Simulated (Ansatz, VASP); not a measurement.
## Two plane-wave programs on AlN

Contents of INCAR:

```
  ALGO = Normal
  EDIFF = 1E-6
  ENCUT = 520
  GGA = PE
  ISIF = 2
  ISMEAR = 0
  LASPH = T
  LCHARG = T
  LELF = T
  LREAL = F
  LVHAR = T
  LWAVE = F
  NBANDS = 11
  NELM = 80
  PREC = Accurate
  SIGMA = 0.05
```

The input KPOINTS:

```
k-points
0
Gamma
  10 10 10
```

POSCAR

```
AlN
1.0
   -0.0395823068      1.9595240994      1.9595240994
    1.9595240994     -0.0395823068      1.9595240994
    1.9595240994      1.9595240994     -0.0395823068
Al N
1 1
Direct
    0.5000000000      0.5000000000      0.5000000000
    0.0000000000      0.0000000000      0.0000000000
```

Input for Ansatz:

```yaml
crystal:
  lattice:
    - [-0.0395823068, 1.9595240994, 1.9595240994]
    - [1.9595240994, -0.0395823068, 1.9595240994]
    - [1.9595240994, 1.9595240994, -0.0395823068]
  atoms:
    - { symbol: Al, position: [0.5, 0.5, 0.5] }
    - { symbol: "N", position: [0.0, 0.0, 0.0] }
basis:
  ecutwfc: 520.0
kpoints:
  mp_grid: { grid: [10, 10, 10] }
hamiltonian:
  xc: pbe
  pseudopotentials: { kind: paw, azcp: { folder: soft_1 } }
scf:
  occupations: { method: gaussian, width: 0.05 }
output:
  forces: true
  stress: true
  eigenvalues: true
  write_density: true
  write_potential: true
  elf: true
  volumetric_format: npy
```

Alike in both runs: task single point; functional PBE; k mesh 10 × 10 × 10; occupations gaussian, width 0.05 eV; no spin polarisation.

|  | VASP | Ansatz |
| --- | --- | --- |
| version | VASP 6.6.1 | Ansatz 0.2.0 |
| potentials or method | VASP PAW PBE potentials, release 64 (Al, N) | scalar-relativistic, plane waves, PAW |
| plane-wave cutoff (eV) | 520 | 520 |
| valence electrons in the cell | 8 | 8 |

```csv
,VASP,Ansatz,Ansatz less VASP
gap on the k mesh at the Fermi level (eV),4.59,4.59,+0.001
least direct gap on the mesh (eV),6.30,6.28,-0.016
pressure (GPa),24.7,24.8,+0.11
largest component of the traceless stress (GPa),6.66,6.65,-0.004
```

Caveats: so large a pressure means that the cell lies far from this level's equilibrium, or that cutoff or potentials fall short (VASP). A k mesh can miss the band edges.
